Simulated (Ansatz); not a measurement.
**Molecular dynamics of Li**

Input file:

```yaml
crystal:
  lattice:
    - [7.094447, 0.0, 0.0]
    - [0.0, 7.094447, 0.0]
    - [0.0, 0.0, 7.094447]
  atoms:
    - { symbol: Li, position: [-0.04345245, 0.06618261, 0.18022587] }
    - { symbol: Li, position: [0.40249123, -0.03288169, 0.08348267] }
    - { symbol: Li, position: [0.01019236, 0.51098187, 0.14639856] }
    - { symbol: Li, position: [0.03965072, 0.07315102, 0.55448739] }
    - { symbol: Li, position: [0.29391436, 0.34867434, 0.28052219] }
    - { symbol: Li, position: [0.48907538, 0.50092117, -0.0205732] }
    - { symbol: Li, position: [0.46548218, 0.08279113, 0.64317189] }
    - { symbol: Li, position: [0.74617017, 0.36865455, 0.32715509] }
    - { symbol: Li, position: [-0.05933123, 0.60513977, 0.57688778] }
    - { symbol: Li, position: [0.24385189, 0.82729114, 0.38420701] }
    - { symbol: Li, position: [0.1572039, 0.25236679, 0.86283768] }
    - { symbol: Li, position: [0.35853843, 0.46508315, 0.62553222] }
    - { symbol: Li, position: [0.68239338, 0.76440635, 0.25276823] }
    - { symbol: Li, position: [0.70948342, 0.22659408, 0.94459673] }
    - { symbol: Li, position: [0.07183373, 0.78088429, 0.893469] }
    - { symbol: Li, position: [0.70163657, 0.81276251, 0.75971794] }
basis:
  ecutwfc: 420.0
kpoints:
  mp_grid: { grid: [2, 2, 2] }
hamiltonian:
  xc: pbe
scf:
  occupations: { method: fermi_dirac, width: 0.1 }
  lower_state_search: "off"
md:
  timestep: 1
  n_steps: 300
  ensemble: npt_langevin
  temperature: 630.0
  initial_velocities: maxwell_boltzmann
  seed: 618370
  friction: 0.005
  pressure: 20.0
  fix_cell: []
```

Run as:

```bash
$ ansatz run input.yaml --threads 1 --pin off --max-ram 3072MiB --backend cpu --events-out ev --progress --plain --runs-dir out
```

It goes on from the last frame of an earlier run, with new velocities.

Output, in part (step lines):

```
md step     0: t =     0.00 fs  T =   590.6 K  F+E_penalty+E_count = -3272.62828940 eV  E_kin = 1.221507 eV  conserved = -3227.15254377 eV  P_inst = 0.2463 GPa  V = 357.0719 Å³  selection 1  (7 SCF iters)
md step     1: t =     1.00 fs  T =   582.6 K  F+E_penalty+E_count = -3272.62167812 eV  E_kin = 1.204875 eV  conserved = -3227.15256067 eV  P_inst = 0.2644 GPa  V = 356.7829 Å³  selection 1  (6 SCF iters)
md step     2: t =     2.00 fs  T =   552.0 K  F+E_penalty+E_count = -3272.61722554 eV  E_kin = 1.141689 eV  conserved = -3227.15259256 eV  P_inst = 0.2862 GPa  V = 355.8827 Å³  selection 1  (6 SCF iters)
md step     3: t =     3.00 fs  T =   528.6 K  F+E_penalty+E_count = -3272.61594669 eV  E_kin = 1.093243 eV  conserved = -3227.15267198 eV  P_inst = 0.3304 GPa  V = 354.3571 Å³  selection 1  (6 SCF iters)
md step     4: t =     4.00 fs  T =   541.2 K  F+E_penalty+E_count = -3272.61831581 eV  E_kin = 1.119365 eV  conserved = -3227.15285561 eV  P_inst = 0.4154 GPa  V = 352.2334 Å³  selection 1  (6 SCF iters)
md step     5: t =     5.00 fs  T =   557.3 K  F+E_penalty+E_count = -3272.61989375 eV  E_kin = 1.152544 eV  conserved = -3227.15311172 eV  P_inst = 0.5242 GPa  V = 349.5361 Å³  selection 1  (4 SCF iters)
md step     6: t =     6.00 fs  T =   555.6 K  F+E_penalty+E_count = -3272.62046396 eV  E_kin = 1.148992 eV  conserved = -3227.15336578 eV  P_inst = 0.6443 GPa  V = 346.2816 Å³  selection 1  (4 SCF iters)
md step     7: t =     7.00 fs  T =   577.2 K  F+E_penalty+E_count = -3272.62014241 eV  E_kin = 1.193755 eV  conserved = -3227.15372403 eV  P_inst = 0.8027 GPa  V = 342.4802 Å³  selection 1  (4 SCF iters)
[... lines left out ...]
```

The steps, from the saved trajectory:

| time (fs) | T (K) | potential energy less start (eV) | conserved less start (meV/atom) | P (GPa) | volume (Å³) |
| --- | --- | --- | --- | --- | --- |
| 0.0 | 591 | 0.000 | 0.00 | 0.2 | 357.1 |
| 10.0 | 604 | 0.033 | -0.14 | 1.4 | 328.2 |
| 20.0 | 750 | 0.928 | -0.37 | 5.9 | 264.1 |
| 30.0 | 1213 | 4.386 | -0.50 | 17.5 | 197.7 |
| 40.0 | 1503 | 11.643 | -0.52 | 39.8 | 149.3 |
| 50.0 | 1151 | 21.169 | -0.02 | 67.6 | 121.8 |
| 60.0 | 1388 | 23.664 | -0.06 | 78.9 | 114.7 |
| 70.0 | 1261 | 18.919 | -0.24 | 60.0 | 126.3 |
| 80.0 | 978 | 11.181 | -0.34 | 34.1 | 154.8 |
| 90.0 | 856 | 4.949 | -0.34 | 16.6 | 197.2 |
| 100.0 | 750 | 1.544 | -0.19 | 7.5 | 246.1 |
| 110.0 | 790 | 0.289 | -0.04 | 3.8 | 283.8 |
| 120.0 | 805 | -0.079 | 0.00 | 3.1 | 293.8 |
| 130.0 | 849 | 0.221 | -0.07 | 4.5 | 273.2 |
| 140.0 | 883 | 1.703 | -0.20 | 9.4 | 231.6 |
| 150.0 | 1063 | 5.173 | -0.28 | 19.9 | 187.9 |
| 160.0 | 1260 | 10.533 | -0.15 | 36.4 | 154.5 |
| 170.0 | 1537 | 14.914 | -0.15 | 51.2 | 135.8 |
| 180.0 | 1112 | 16.823 | 0.11 | 53.9 | 132.3 |
| 190.0 | 1152 | 13.211 | -0.18 | 43.1 | 143.2 |
| 200.0 | 809 | 8.803 | -0.10 | 28.1 | 166.1 |
| 210.0 | 920 | 4.481 | -0.15 | 16.4 | 197.1 |
| 220.0 | 974 | 1.737 | -0.06 | 9.6 | 228.6 |
| 230.0 | 949 | 0.736 | 0.04 | 6.9 | 248.7 |
| 240.0 | 993 | 0.532 | 0.03 | 6.9 | 250.3 |
| 250.0 | 1035 | 1.137 | -0.01 | 9.3 | 235.2 |
| 260.0 | 1231 | 2.815 | -0.07 | 14.4 | 209.0 |
| 270.0 | 1431 | 5.616 | -0.12 | 23.0 | 180.6 |
| 280.0 | 1481 | 9.373 | -0.10 | 33.7 | 158.7 |
| 290.0 | 1129 | 12.524 | 0.09 | 41.4 | 147.2 |
| 300.0 | 1243 | 12.126 | -0.02 | 41.2 | 147.7 |

All steps were run. The conserved energy stayed within 0.57 meV per atom of its start (net change -0.02 meV per atom), so the integration is sound. The mean temperature of the second half is 81 % above the set value. A run of 0.3 ps of so small a system gives no equilibrium averages. Limits of this set-up: coarse k mesh. The cell's volume went from 357 to 148 Å³.

Mean squared displacements from the first frame to the last, about the centre of mass, the cell's change included: Li 2.24 Å².

Last frame:

```xyz
16
Lattice="5.5402 1.1226 -0.1005 1.1226 4.5181 -0.1536 -0.1005 -0.1536 6.2177" Properties=species:S:1:pos:R:3
Li -0.921 -1.192 0.534
Li 2.274 -0.645 1.410
Li 0.640 0.643 0.235
Li 0.410 -0.871 2.782
Li 0.762 1.465 2.800
Li 4.247 1.905 0.108
Li 2.099 -0.278 3.780
Li 4.319 1.564 2.119
Li -0.256 1.467 4.572
Li 1.982 2.306 0.914
Li 2.169 1.286 5.388
Li 2.769 1.897 3.233
Li 4.894 3.772 2.200
Li 4.114 0.718 4.229
Li 1.419 3.208 4.824
Li 3.954 3.933 5.598
```

The run took 11 min on 1 thread of Arm Neoverse V2, with other jobs on the host, peak memory 0.53 GiB.
